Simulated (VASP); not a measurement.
Input of a VASP 6.6.1 run:

File INCAR:

```
PREC = Accurate
ENCUT = 520
EDIFF = 1E-7
ISMEAR = -1
SIGMA = 0.15
LREAL = Auto
LASPH = True
NELM = 100
ALGO = Fast
ISIF = 2
LWAVE = False
LCHARG = False
GGA = CA
NBANDS = 29
```

Contents of KPOINTS:

```
Automatic mesh
0
Gamma
  6 6 1
```

File POSCAR:

```
Be12H2S
1.0
    4.5800000000      0.0000000000      0.0000000000
    2.2900000000      3.9663960000      0.0000000000
    0.0000000000      0.0000000000     15.5884300000
Be S H
12 1 2
Direct
    0.0000000000      0.0000000000      0.0641501000
    0.5000000000      0.0000000000      0.0641501000
    0.0000000000      0.5000000000      0.0641501000
    0.5000000000      0.5000000000      0.0641501000
   -0.1679348224      0.3337535893      0.1780560987
    0.3343816196      0.3336719623      0.1778866850
   -0.1664718968      0.8329281703      0.1748151487
    0.3340128291      0.8320301046      0.1787042533
   -0.0014371876     -0.0004419943      0.2867474257
    0.5017001399     -0.0000242194      0.2866247810
    0.0000362017      0.5009647080      0.2871341759
    0.4988397524      0.5023755011      0.3038826137
    0.5238368751      0.4608598979      0.4421863690
    0.6352595398      0.6729978726      0.4701761703
    0.2041182159      0.6794280778      0.4718298537
```

Potentials or basis: VASP PAW LDA potentials, release 64 (Be, S, H).

Run with:

```sh
$ cat potpaw_LDA.64/Be/POTCAR potpaw_LDA.64/S/POTCAR potpaw_LDA.64/H/POTCAR > POTCAR
$ mpirun -np 1 vasp_std > vasp.out
```

Task: Predict the largest force.

Result: 0.239 eV/Å.

Task: Estimate the band gap on the k mesh.

Result: None (metal or under the smearing width).

Forces in eV/Å, atoms in the order of the input:
```
Be   0.050  0.005 -0.074
Be  -0.049 -0.002 -0.074
Be  -0.005 -0.027 -0.125
Be   0.006  0.024  0.237
Be  -0.003  0.001  0.001
Be   0.002  0.002  0.002
Be   0.001  0.000 -0.002
Be   0.000 -0.002 -0.001
Be   0.002  0.000  0.004
Be   0.000  0.000  0.009
Be  -0.001 -0.001  0.006
Be   0.001  0.000 -0.005
S   -0.006  0.104  0.073
H   -0.053 -0.048 -0.024
H    0.055 -0.056 -0.028
```
